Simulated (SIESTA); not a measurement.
# NaH under changes of volume

One of the cells (14.527 Å³/atom); the others are scaled copies at fixed shape and fractional positions:

```
Na H
1.0
     0.00000    2.44000    2.44000
     2.44000    0.00000    2.44000
     2.44000    2.44000    0.00000
Na H
1 1
Direct
  0.00000 0.00000 0.00000
  0.50000 0.50000 0.50000
```

| Property | Result |
| --- | --- |
| Program | SIESTA 5.4.2 |
| Functional | LDA |
| Potentials or basis | PseudoDojo 0.4 standard (LDA files) |
| Basis | DZP (energy shift 0.003 Ry; two zetas on semicore shells) |
| Grid cutoff | 800 Ry |
| Energy shift | 0.003 Ry |
| k mesh | 9 × 9 × 9 |
| Occupations | fermi-dirac, width 0.05 eV |
| Spin | no spin polarisation |

```csv
volume (Å³/atom),energy over the lowest point (meV/atom),pressure (GPa),gap on the mesh (eV)
13.655,0.00,-1.1,3.86
13.946,2.48,-1.6,3.83
14.236,5.73,-2.0,3.81
14.527,9.67,-2.4,3.80
14.817,?,?,?
15.108,19.44,-3.0,3.77
15.398,25.13,-3.3,3.73
```

Question: What does the run at 14.817 Å³/atom give?

Answer: Energy over the lowest point 14.26 meV/atom; pressure -2.7 GPa; gap on the mesh 3.79 eV.

Worked out: A Birch-Murnaghan fit of order 3 (a polynomial in V^(-2/3)) to the other rows has no minimum within the range. It gives 14.26 meV/atom at 14.817 Å³/atom, against the run's 14.26, and -dE/dV = -2.7 GPa, against -2.7. A parabola through the other rows of the gap, of slope -0.999 eV per unit of ln V there, gives 3.78 eV, against the run's 3.79.

Energies are extrapolated to zero smearing.

Caveats: an odd mesh through Γ misses points on the zone boundary, where band edges often lie; the basis of atomic orbitals isn't converged, which shifts pressures, moduli and gaps.
